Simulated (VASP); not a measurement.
Here is a VASP 6.6.1 calculation.

File INCAR:

```
SYSTEM = RuS
PREC = Accurate ; ENCUT = 520
EDIFF = 1E-6 ; ISMEAR = 0
SIGMA = 0.05 ; LREAL = .False.
LASPH = .True. ; NELM = 80
ALGO = Fast ; ISIF = 2
LWAVE = .False. ; LCHARG = .True.
ISPIN = 2 ; MAGMOM = 1 0
LORBIT = 11 ; NUPDOWN = 0
LMAXMIX = 4 ; LDAU = .True.
LDAUTYPE = 2 ; LDAUL = 2 -1
LDAUU = 2 0 ; LDAUJ = 0 0
LDAUPRINT = 1 ; GGA = CA
LELF = .True. ; LVHAR = .True.
NBANDS = 21
```

The input KPOINTS:

```
regular mesh
0
Gamma
  6 6 6
  0 0 0
```

POSCAR

```
RuS
1.0
    0.0000000000      2.5467554600      2.5467554600
    2.5467554600      0.0000000000      2.5467554600
    2.5467554600      2.5467554600      0.0000000000
Ru S
1 1
Direct
    0.5000000000      0.5000000000      0.5000000000
    0.0000000000      0.0000000000      0.0000000000
```

Potentials or basis: VASP PAW LDA potentials, release 64 (Ru_pv, S).

The run is started by

```bash
$ cat potpaw_LDA.64/Ru_pv/POTCAR potpaw_LDA.64/S/POTCAR > POTCAR
$ mpirun -np 1 vasp_std > vasp.out
```

Question: Predict the pressure.

Answer: -21.7 GPa.

Eigenvalues of the final occupation matrices:
```tsv
site	spin	trace	eigenvalues
site 1 d	1	3.08	0.36 0.36 0.79 0.79 0.79
site 1 d	2	3.08	0.36 0.36 0.79 0.79 0.79
```

Caveat: the total moment is fixed, so each spin has its own Fermi level. The state reached can hang on the start; a lower one may exist.
